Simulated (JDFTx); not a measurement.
Runs of JDFTx 1.7.0 (patched build) on I. Symmetry: Fmmm, No. 69, orthorhombic system. Conventional cell: a = 4.384 Å, b = 4.731 Å, c = 7.820 Å, α = 90.00°, β = 90.00°, γ = 90.00°. I (site symmetry mmm) has 4 I at 3.23 Å as nearest neighbours. 

```csv
level,potentials or basis,smearing,gap on the mesh (eV),pressure (GPa)
LDA,PseudoDojo-SR-LDA-0.4.1-standard with smoothed tails,fermi-dirac 0.05 eV,none,(a)
RPBE,PseudoDojo-SR-PBE-0.5-standard with smoothed tails,fermi-dirac 0.05 eV,none,1.7
revPBE,PseudoDojo-SR-PBE-0.5-standard with smoothed tails,fermi-dirac 0.05 eV,none,1.3
RPBE,PseudoDojo-SR-PBE-0.5-standard with smoothed tails,gaussian 0.05 eV,none,(b)
BLYP,PseudoDojo-SR-PBE-0.5-standard with smoothed tails,fermi-dirac 0.05 eV,none,3.0
PBEsol,PseudoDojo-SR-PBEsol-0.4.1-standard with smoothed tails,fermi-dirac 0.05 eV,none,-1.3
```

Alike in all rows: task single point; no spin polarisation; cell as given; k mesh 9 × 9 × 9; cutoff (eV) 952.

**Question.** Estimate the missing entries.

**Answer.** (a) -2.3; (b) 1.6.

Caveats: the empty levels aren't tightly converged; an odd number of electrons without spin polarisation forces a metal; a magnetic or distorted state may lie lower; the potentials were made for another functional, which shifts forces and pressure (some runs).

A k mesh can miss the band edges, and the runs leave out spin-orbit coupling on I.

A gap of «none» marks a metal or a gap under the smearing width.

Runs at the PBE level aren't shown here.
